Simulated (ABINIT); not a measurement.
# TiTe (Pm-3m) in ABINIT: single point with LDA+U

Aim: the single point of TiTe with LDA+U.

All numbers are computed with ABINIT 10.8.3 (patched build); they aren't measurements. Logs are shortened: lines on timing, memory, paths and dates and some standing lists are left out, and cuts for length are marked. The log counts tension as positive stress, the text compression.

**1. The structure**

The structure is cubic, space group Pm-3m (No. 221). The conventional cell has a = 3.631 Å, b = 3.631 Å, c = 3.631 Å, α = 90.00°, β = 90.00°, γ = 90.00°. Ti (site symmetry m-3m) is surrounded by 8 Te at 3.14 Å. Around Te (site symmetry m-3m) lie 8 Ti at 3.14 Å.

The cell comes from a database or a generator and needn't be the stable form of this composition.

**2. Single point, LDA+U**

Input file run.abi:

```
# Pseudopotentials
pp_dirpath "./"
pseudos "Ti.LDA_PW-JTH.xml, Te.LDA_PW-JTH.xml"

# Structure
acell 3*1.0
rprim
     6.8617715298     0.0000000000     0.0000000000
     0.0000000000     6.8617715298     0.0000000000
     0.0000000000     0.0000000000     6.8617715298
ntypat 2
znucl 22 52
natom 2
typat 1 2
xred
     0.0000000000     0.0000000000     0.0000000000
     0.5000000000     0.5000000000     0.5000000000

# Plane-wave basis
ecut 15.0
pawecutdg 30.0

# k points
kptopt 1
ngkpt 5 5 5
nshiftk 1
shiftk 0.0 0.0 0.0

# Exchange and correlation
ixc 7

# Bands and occupations
nband 13
occopt 7
tsmear 0.05 eV

# DFT+U
usepawu 1
lpawu 2 -1
upawu 6.0 0.0 eV
jpawu 0.0 0.0 eV

# SCF cycle
nstep 100
tolvrs 1.0e-9

# Output
iomode 3
prtwf 0
prtden 0
prteig 0
prtebands 0
enunit 1
prtvol 2
```

Potentials or basis: JTH PAW LDA v2.0.

Launch:

```
$ abinit run.abi > log 2>&1
```

run.abo:

```text
.Version 10.8.3 of ABINIT
 Symmetries : space group Pm -3 m (#221); Bravais cP (primitive cubic)
================================================================================
 Values of the parameters that define the memory need of the present run
     intxc =       0    ionmov =       0      iscf =      17    lmnmax =      18
     lnmax =       6     mgfft =      24  mpssoang =       3    mqgrid =    3001
     natom =       2  nloc_mem =       2    nspden =       1   nspinor =       1
    nsppol =       1      nsym =      48    n1xccc =       1    ntypat =       2
    occopt =       7   xclevel =       1
       mpw =         907          nfft =       13824          nkpt =          10
 PAW method is used; the additional fine FFT grid is defined by:
   mgfftf=        36    nfftf =     46656
================================================================================
================================================================================

--------------------------------------------------------------------------------
------------- Echo of variables that govern the present computation ------------
--------------------------------------------------------------------------------
 -outvars: echo values of preprocessed input variables --------
            acell      1.0000000000E+00  1.0000000000E+00  1.0000000000E+00 Bohr
              amu      4.78800000E+01  1.27600000E+02
             ecut      1.50000000E+01 Hartree
           enunit           1
              ixc           7
         kptrlatt        5    0    0      0    5    0      0    0    5
          kptrlen      3.43088576E+01
            lpawu           2      -1
            natom           2
            nband          13
            ngfft          24      24      24
          ngfftdg          36      36      36
             nkpt          10
            nstep         100
             nsym          48
           ntypat           2
           occopt           7
        pawecutdg      3.00000000E+01 Hartree
           prtden           0
        prtebands           0
           prteig           0
           prtvol           2
            prtwf           0
            rprim      6.8617715298E+00  0.0000000000E+00  0.0000000000E+00
                       0.0000000000E+00  6.8617715298E+00  0.0000000000E+00
                       0.0000000000E+00  0.0000000000E+00  6.8617715298E+00
          spgroup         221
           tolvrs      1.00000000E-09
           tsmear      1.83746611E-03 Hartree
            typat      1  2
            upawu      2.20495933E-01  0.00000000E+00 Hartree
          usepawu           1
           useylm           1
           xangst      0.0000000000E+00  0.0000000000E+00  0.0000000000E+00
                       1.8155465588E+00  1.8155465588E+00  1.8155465588E+00
            xcart      0.0000000000E+00  0.0000000000E+00  0.0000000000E+00
                       3.4308857649E+00  3.4308857649E+00  3.4308857649E+00
             xred      0.0000000000E+00  0.0000000000E+00  0.0000000000E+00
[... 209 lines left out ...]
 -59.84404  -36.34823  -36.32671  -36.31390  -13.02592   -7.00009   -4.15646   -2.25021
  -1.85542   -0.20616    0.15828    0.60054    1.60061
 kpt#   6, nband= 13, wtk=  0.09600, kpt=  0.4000  0.4000  0.0000 (reduced coord)
 -59.84285  -36.34591  -36.34564  -36.31230  -12.53050   -6.17968   -5.90727   -2.45153
  -1.43397   -0.24939   -0.06671    0.25762    0.62385
 kpt#   7, nband= 13, wtk=  0.06400, kpt=  0.2000  0.2000  0.2000 (reduced coord)
 -59.84450  -36.32818  -36.32721  -36.32721  -13.36040   -4.74090   -4.41981   -4.41981
  -1.15800   -1.15800    0.54088    0.73967    0.73967
 kpt#   8, nband= 13, wtk=  0.19200, kpt=  0.4000  0.2000  0.2000 (reduced coord)
 -59.84331  -36.34678  -36.32587  -36.32529  -12.76805   -6.63853   -4.11550   -3.69675
  -1.61413   -0.64208    0.16918    0.26844    1.72307
 kpt#   9, nband= 13, wtk=  0.19200, kpt=  0.4000  0.4000  0.2000 (reduced coord)
 -59.84213  -36.34454  -36.34429  -36.32374  -12.25163   -5.92595   -5.78197   -3.39559
  -1.97848   -0.52343   -0.34160    0.27719    1.12378
 kpt#  10, nband= 13, wtk=  0.06400, kpt=  0.4000  0.4000  0.4000 (reduced coord)
 -59.84096  -36.34243  -36.34210  -36.34210  -11.68158   -5.56215   -5.56215   -5.36029
  -0.77427   -0.73118   -0.73118    0.83992    0.83993
 Total charge density [el/Bohr^3]
)     Maximum=    1.4204E+00  at reduced coord.    0.0000    0.0000    0.0000
)Next maximum=    1.3985E+00  at reduced coord.    0.0000    0.0000    0.9722
)     Minimum=   -2.5851E-02  at reduced coord.    0.5000    0.5000    0.5000
)Next minimum=   -2.2145E-02  at reduced coord.    0.5000    0.5000    0.4722
   Integrated=    1.8000E+01

--- !EnergyTerms
iteration_state     : {dtset: 1, }
comment             : Components of total free energy in Hartree
kinetic             :  9.99686008004134E+00
hartree             :  1.56891187390966E+01
xc                  : -7.26584444036609E+00
Ewald energy        : -4.56290568165274E+01
psp_core            :  7.46095263508280E+00
local_psp           : -4.58101940309042E+01
PAW spherical_terms : -1.46631804226279E+00
internal            : -6.70244818758398E+01
'-kT*entropy'       : -1.31063180793714E-04
total_energy        : -6.70246129390206E+01
total_energy_eV     : -1.82383263067106E+03
...

--- !EnergyTermsDC
iteration_state     : {dtset: 1, }
comment             : '"Double-counting" decomposition of free energy'
band_energy         : -1.45007601421820E+01
Ewald energy        : -4.56290568165274E+01
psp_core            :  7.46095263508280E+00
xc_dc               : -1.63535206211241E+01
PAW spherical_terms :  1.99789147900279E+00
internal            : -6.70244934657479E+01
'-kT*entropy'       : -1.31063180793714E-04
total_energy_dc     : -6.70246245289287E+01
total_energy_dc_eV  : -1.82383294604853E+03
...

--- !EnergyTermsWithPAWCore
iteration_state     : {dtset: 1, }
comment             : 'Components of total free energy, including PAW core contributions'
Total energy        : -7.64085569094541E+03
Total energy DC     : -7.64085570253532E+03
Total energy (eV)   : -2.07918275456117E+05
Total energy DC (eV): -2.07918275771495E+05
...

 Cartesian components of stress tensor (hartree/bohr^3)
  sigma(1 1)=  4.17399187E-04  sigma(3 2)=  0.00000000E+00
  sigma(2 2)=  4.17399187E-04  sigma(3 1)=  0.00000000E+00
  sigma(3 3)=  4.17399187E-04  sigma(2 1)=  0.00000000E+00

-Cartesian components of stress tensor (GPa)         [Pressure= -1.2280E+01 GPa]
- sigma(1 1)=  1.22803081E+01  sigma(3 2)=  0.00000000E+00
- sigma(2 2)=  1.22803081E+01  sigma(3 1)=  0.00000000E+00
- sigma(3 3)=  1.22803081E+01  sigma(2 1)=  0.00000000E+00

== END DATASET(S) ==============================================================
================================================================================

 -outvars: echo values of variables after computation  --------
            acell      1.0000000000E+00  1.0000000000E+00  1.0000000000E+00 Bohr
           etotal     -6.7024624529E+01
            fcart     -0.0000000000E+00 -0.0000000000E+00 -0.0000000000E+00
                      -0.0000000000E+00 -0.0000000000E+00 -0.0000000000E+00
            rprim      6.8617715298E+00  0.0000000000E+00  0.0000000000E+00
                       0.0000000000E+00  6.8617715298E+00  0.0000000000E+00
                       0.0000000000E+00  0.0000000000E+00  6.8617715298E+00
           strten      4.1739918686E-04  4.1739918686E-04  4.1739918686E-04
                       0.0000000000E+00  0.0000000000E+00  0.0000000000E+00
           xangst      0.0000000000E+00  0.0000000000E+00  0.0000000000E+00
                       1.8155465588E+00  1.8155465588E+00  1.8155465588E+00
             xred      0.0000000000E+00  0.0000000000E+00  0.0000000000E+00
                       5.0000000000E-01  5.0000000000E-01  5.0000000000E-01
 Calculation completed.
```

It took 3.9 s on 1 thread of Arm Neoverse V1, shared host; peak memory 0.07 GiB.

Results:

* Free energy: -1823.8329 eV
* Pressure: -12.3 GPa
* Band gap on the k mesh: none (metal or under the smearing width)
* Valence electrons inside the program's atomic spheres: Ti 9.83; Te 3.18

Eigenvalues of the final occupation matrices:
```tsv
site	spin	trace	eigenvalues
atom 1	1	0.80	0.08 0.08 0.08 0.28 0.28
```

Caveat: U without spin polarisation on a metal has little footing; the U is typed as a test and isn't derived for this compound.
